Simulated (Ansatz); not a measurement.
Write the native input for Ansatz 0.2.0 that does the following.

```
Task                : single point
Functional          : PBE
Potentials or basis : Ansatz PAW
Cutoff              : 420 eV (not typed: the program's choice for these potentials)
k mesh              : 12 × 12 × 12
Occupations         : fermi-dirac, width 0.05 eV
Spin                : no spin polarisation
```

The system is Si2W.

```
CELL_PARAMETERS angstrom
-1.60690 1.60690 3.91495
1.60690 -1.60690 3.91495
1.60690 1.60690 -3.91495
ATOMIC_POSITIONS crystal
W 0.01217 0.99806 0.01179
Si 0.68165 0.65326 0.00829
Si 0.33466 0.31453 0.97355
```

The cell isn't the ideal one: atoms moved at random, drawn with an rms of 0.05 Å.

The input as run:

input.yaml

```yaml
crystal:
  lattice:
    - [-1.6069, 1.6069, 3.91495]
    - [1.6069, -1.6069, 3.91495]
    - [1.6069, 1.6069, -3.91495]
  atoms:
    - { symbol: W, position: [0.012167, -0.001945, 0.011785] }
    - { symbol: Si, position: [0.681647, 0.653256, 0.008292] }
    - { symbol: Si, position: [0.334656, 0.314531, -0.026448] }
hamiltonian:
  xc: pbe
  pseudopotentials: { kind: paw }
kpoints:
  mp_grid: { grid: [12, 12, 12] }
scf:
  occupations: { method: fermi_dirac, width: 0.05 }
output:
  forces: true
  stress: true
  eigenvalues: true
```

Potentials or basis: Ansatz PAW.

Command:

```console
$ ansatz run input.yaml --threads 2 --pin off --max-ram 5120MiB --backend cpu --events-out ev --progress --plain --runs-dir out
```

Results of the run:

- Pressure: 4.3 GPa
- Largest force: 0.962 eV/Å
- Band gap on the k mesh: none (metal or under the smearing width)

Wall time 19 s on 2 threads of Arm Neoverse V2 (shared host), peak memory 0.83 GiB.
